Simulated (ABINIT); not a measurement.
# NbAs (I4_1md) in ABINIT: further runs

The runs below take NbAs through single point, with LDA, PBEsol.

Everything below comes from runs of ABINIT 10.8.3 (patched build). Logs are shortened: lines on timing, memory, paths and dates and some standing lists are left out, and cuts for length are marked. The log counts tension as positive stress, the text compression.

### 1 The crystal as given

Symmetry: I4_1md, No. 109, tetragonal system. The conventional cell has a = 3.452 Å, b = 3.452 Å, c = 11.680 Å, α = 90.00°, β = 90.00°, γ = 90.00°. Nb (site symmetry 2mm) is surrounded by 6 As at 2.60 to 2.63 Å. As (site symmetry 2mm) has 6 Nb at 2.60 to 2.63 Å as nearest neighbours.

### 2 Single point, LDA

Contents of run.abi:

```
# Pseudopotentials
pp_dirpath "./"
pseudos "Nb_sc.hgh, As.hgh"

# Structure
acell 6.3295115487 6.3295115487 6.3295115487 Angstrom
rprim
    -0.2726671698     0.2726671698     0.9226620340
     0.2726671698    -0.2726671698     0.9226620340
     0.2726671698     0.2726671698    -0.9226620340
ntypat 2
znucl 41 33
natom 4
typat 1 1 2 2
xred
     0.5000000000     0.0000000000     0.5000000000
     0.7500000000     0.7500000000     0.0000000000
     0.9160000000     0.4160000000     0.5000000000
     0.1660000000     0.1660000000     0.0000000000

# Plane-wave basis
ecut 1034.032677 eV

# k points
kptopt 1
ngkpt 8 8 8
nshiftk 1
shiftk 0.0 0.0 0.0

# Exchange and correlation
ixc 7

# Bands and occupations
nband 22
occopt 3
tsmear 0.00183747

# SCF cycle
nstep 100
tolvrs 1.0e-10

# Output
iomode 3
prtwf 0
prtden 0
prteig 0
prtebands 0
```

Potentials or basis: HGH LDA semicore.

Started as:

```
abinit run.abi > log 2>&1
```

run.abo:

```text
.Version 10.8.3 of ABINIT
 Symmetries : space group I4_1 m d (#109); Bravais tI (body-center tetrag.)
================================================================================
 Values of the parameters that define the memory need of the present run
     intxc =       0    ionmov =       0      iscf =       7    lmnmax =       6
     lnmax =       6     mgfft =      72  mpssoang =       3    mqgrid =    3001
     natom =       4  nloc_mem =       1    nspden =       1   nspinor =       1
    nsppol =       1      nsym =       8    n1xccc =       0    ntypat =       2
    occopt =       3   xclevel =       1
       mpw =        5283          nfft =      373248          nkpt =          59
================================================================================
================================================================================

--------------------------------------------------------------------------------
------------- Echo of variables that govern the present computation ------------
--------------------------------------------------------------------------------
 -outvars: echo values of preprocessed input variables --------
            acell      1.1961043338E+01  1.1961043338E+01  1.1961043338E+01 Bohr
              amu      9.29063800E+01  7.49215900E+01
             ecut      3.80000000E+01 Hartree
                       outvar_i_n : Printing only first  50 k-points.
              ixc           7
                       outvar_i_n : Printing only first  50 k-points.
         kptrlatt        8    0    0      0    8    0      0    0    8
          kptrlen      5.21821414E+01
            natom           4
            nband          22
            ngfft          72      72      72
             nkpt          59
            nstep         100
             nsym           8
           ntypat           2
                       prtocc : prtvol=0, do not print more k-points.
           occopt           3
           prtden           0
        prtebands           0
           prteig           0
            prtwf           0
            rprim     -2.7266716980E-01  2.7266716980E-01  9.2266203400E-01
                       2.7266716980E-01 -2.7266716980E-01  9.2266203400E-01
                       2.7266716980E-01  2.7266716980E-01 -9.2266203400E-01
          spgroup         109
           tolvrs      1.00000000E-10
           tsmear      1.83747000E-03 Hartree
            typat      1  1  2  2
                       outvars : Printing only first  50 k-points.
           xangst      0.0000000000E+00  1.7258500002E+00  0.0000000000E+00
                       1.3490747620E-17  1.3490747620E-17  8.7599999996E+00
                      -3.3080580966E-16  1.7258500002E+00  4.8588799998E+00
                       1.8590786172E-17 -1.2618881892E-17  1.9388799999E+00
            xcart      0.0000000000E+00  3.2613838348E+00  0.0000000000E+00
                       2.5493818236E-17  2.5493818236E-17  1.6554000862E+01
                      -6.2513238113E-16  3.2613838348E+00  9.1819524783E+00
                       3.5131494331E-17 -2.3846230792E-17  3.6639521908E+00
[... 147 lines left out ...]
    4      0.00000000000000    -0.00000000000000     1.93887999991701

 cartesian forces (hartree/bohr) at end:
    1      0.00000000000000    -0.00000000000000    -0.00527103382291
    2      0.00000000000000     0.00000000000000    -0.00527103382291
    3     -0.00000000000000    -0.00000000000000     0.00527103382291
    4      0.00000000000000    -0.00000000000000     0.00527103382291
 frms,max,avg= 3.0432328E-03 5.2710338E-03   0.000E+00  0.000E+00 -1.767E-08 h/b

 cartesian forces (eV/Angstrom) at end:
    1      0.00000000000000    -0.00000000000000    -0.27104745709565
    2      0.00000000000000     0.00000000000000    -0.27104745709565
    3     -0.00000000000000    -0.00000000000000     0.27104745709565
    4      0.00000000000000    -0.00000000000000     0.27104745709565
 frms,max,avg= 1.5648932E-01 2.7104746E-01   0.000E+00  0.000E+00 -9.089E-07 e/A
 length scales= 11.961043337813 11.961043337813 11.961043337813 bohr
              =  6.329511548700  6.329511548700  6.329511548700 angstroms
 Fermi (or HOMO) energy (hartree) =   0.30785   Average Vxc (hartree)=  -0.42860
 Eigenvalues (hartree) for nkpt=  59  k points:
 kpt#   1, nband= 22, wtk=  0.00195, kpt=  0.0000  0.0000  0.0000 (reduced coord)
  -1.69612   -1.69505   -0.83725   -0.83333   -0.83333   -0.82735   -0.82735   -0.82567
  -0.18014   -0.09721    0.07968    0.20387    0.22458    0.22458    0.23330    0.24651
   0.25676    0.25676    0.33410    0.35597    0.39651    0.41844
      occupation numbers for kpt#   1
   2.00000    2.00000    2.00000    2.00000    2.00000    2.00000    2.00000    2.00000
   2.00000    2.00000    2.00000    2.00000    2.00000    2.00000    2.00000    2.00000
   2.00000    2.00000    0.00000    0.00000    0.00000    0.00000
 prteigrs : prtvol=0 or 1, do not print more k-points.

--- !EnergyTerms
iteration_state     : {dtset: 1, }
comment             : Components of total free energy in Hartree
kinetic             :  4.11116645775654E+01
hartree             :  2.11546190211747E+01
xc                  : -1.69299407527022E+01
Ewald energy        : -1.04942397201525E+02
psp_core            :  7.65827527533620E+00
local_psp           : -6.28885425485457E+01
non_local_psp       : -1.24007258169794E+01
internal            : -1.27237047445676E+02
'-kT*entropy'       : -3.28653804216043E-04
total_energy        : -1.27237376099481E+02
total_energy_eV     : -3.46230538596812E+03
band_energy         : -1.40367327968354E+01
...

 Cartesian components of stress tensor (hartree/bohr^3)
  sigma(1 1)=  2.09887045E-04  sigma(3 2)=  0.00000000E+00
  sigma(2 2)=  2.09887045E-04  sigma(3 1)=  0.00000000E+00
  sigma(3 3)=  1.54232318E-04  sigma(2 1)=  0.00000000E+00

-Cartesian components of stress tensor (GPa)         [Pressure= -5.6293E+00 GPa]
- sigma(1 1)=  6.17509007E+00  sigma(3 2)=  0.00000000E+00
- sigma(2 2)=  6.17509007E+00  sigma(3 1)=  0.00000000E+00
- sigma(3 3)=  4.53767145E+00  sigma(2 1)=  0.00000000E+00

== END DATASET(S) ==============================================================
================================================================================

 -outvars: echo values of variables after computation  --------
            acell      1.1961043338E+01  1.1961043338E+01  1.1961043338E+01 Bohr
           etotal     -1.2723737610E+02
            fcart      4.1758703973E-19 -1.6093829264E-20 -5.2710338229E-03
                       8.1045548652E-19  3.7677461752E-19 -5.2710338229E-03
                      -1.3423534672E-18 -4.1310860227E-20  5.2710338229E-03
                       1.1431094096E-19 -3.1936992803E-19  5.2710338229E-03
            rprim     -2.7266716980E-01  2.7266716980E-01  9.2266203400E-01
                       2.7266716980E-01 -2.7266716980E-01  9.2266203400E-01
                       2.7266716980E-01  2.7266716980E-01 -9.2266203400E-01
           strten      2.0988704530E-04  2.0988704530E-04  1.5423231774E-04
                       0.0000000000E+00  0.0000000000E+00  0.0000000000E+00
           xangst      0.0000000000E+00  1.7258500002E+00  0.0000000000E+00
                       1.3490747620E-17  1.3490747620E-17  8.7599999996E+00
                      -3.3080580966E-16  1.7258500002E+00  4.8588799998E+00
                       1.8590786172E-17 -1.2618881892E-17  1.9388799999E+00
             xred      5.0000000000E-01 -1.4296920418E-17  5.0000000000E-01
                       7.5000000000E-01  7.5000000000E-01  7.8168714655E-18
                       9.1600000000E-01  4.1600000000E-01  5.0000000000E-01
                       1.6600000000E-01  1.6600000000E-01  1.7301342177E-18
 Calculation completed.
```

Wall time 8.3 min (1 thread of Intel Xeon 6975P-C (Granite Rapids), shared host); peak memory 0.24 GiB.

What came out:

```yaml
Free_energy: -3462.3054 eV
Pressure: -5.6 GPa
Largest_force: 0.271 eV/Å
Band_gap_on_the_k_mesh: none (metal or under the smearing width)
Valence_electrons_inside_the_program's_atomic_spheres: Nb 9.41; As 2.52
```

Forces on the atoms (eV/Å):
```
Nb   0.000  0.000 -0.271
Nb   0.000  0.000 -0.271
As   0.000  0.000  0.271
As   0.000  0.000  0.271
```

Stress tensor (GPa, compression positive):
```
-6.18  0.00  0.00
 0.00 -6.18  0.00
 0.00  0.00 -4.54
```

Caveat: HGH potentials are hard and often keep d shells in the core, so these values are rough.

### 3 Single point, PBEsol

Contents of run.abi:

```
# Pseudopotentials
pp_dirpath "./"
pseudos "Nb.upf, As.upf"

# Structure
acell 3*1.0
rprim
    -3.2613838322     3.2613838322    11.0360005678
     3.2613838322    -3.2613838322    11.0360005678
     3.2613838322     3.2613838322   -11.0360005678
ntypat 2
znucl 41 33
natom 4
typat 1 1 2 2
xred
     0.5000000000     0.0000000000     0.5000000000
     0.7500000000     0.7500000000     0.0000000000
     0.9160000000     0.4160000000     0.5000000000
     0.1660000000     0.1660000000     0.0000000000

# Plane-wave basis
ecut 38.0

# k points
kptopt 1
ngkpt 8 8 8
nshiftk 1
shiftk 0.0 0.0 0.0

# Exchange and correlation
ixc -116133

# Bands and occupations
nband 34
occopt 3
tsmear 0.05 eV

# SCF cycle
nstep 100
tolvrs 1.0e-10

# Output
iomode 3
prtwf 0
prtden 0
prteig 0
prtebands 0
enunit 2
```

Potentials or basis: PseudoDojo NC SR PBEsol v0.4.1 standard.

Started as:

```
mpirun --bind-to none -np 4 abinit run.abi > log 2>&1
```

Wall time 4.4 min (4 MPI ranks of Arm Neoverse V2, shared host); peak memory 0.84 GiB.

The run converged. Its results:

```yaml
Free_energy: -9156.0533 eV
Pressure: -3.5 GPa
Largest_force: 0.287 eV/Å
Band_gap_on_the_k_mesh: none (metal or under the smearing width)
Valence_electrons_inside_the_program's_atomic_spheres: Nb 9.41; As 12.44
```

Forces in eV/Å, atoms in the order of the input:
```
Nb   0.000  0.000 -0.287
Nb   0.000  0.000 -0.287
As   0.000  0.000  0.287
As   0.000  0.000  0.287
```

Stress tensor (GPa, compression positive):
```
-3.86  0.00  0.00
 0.00 -3.86  0.00
 0.00  0.00 -2.67
```

Levels at points of the mesh, in eV from the Fermi level:
| k point | band 25 | band 26 | band 27 | band 28 | band 29 | band 30 | band 31 | band 32 |
| --- | --- | --- | --- | --- | --- | --- | --- | --- |
| (0.00, 0.00, 0.00) | -2.05 | -1.69 | -1.39 | -1.39 | 0.72 | 1.30 | 2.41 | 3.01 |
| (0.50, 0.00, 0.00) | -2.21 | -1.89 | -1.42 | -0.07 | 0.04 | 1.16 | 2.13 | 2.28 |
| (0.50, 0.50, 0.00) | -2.81 | -2.81 | -0.61 | -0.61 | 2.41 | 2.41 | 2.70 | 2.70 |
| (0.50, 0.50, 0.50) | -2.54 | -2.54 | -0.52 | -0.52 | 0.99 | 0.99 | 1.92 | 1.92 |
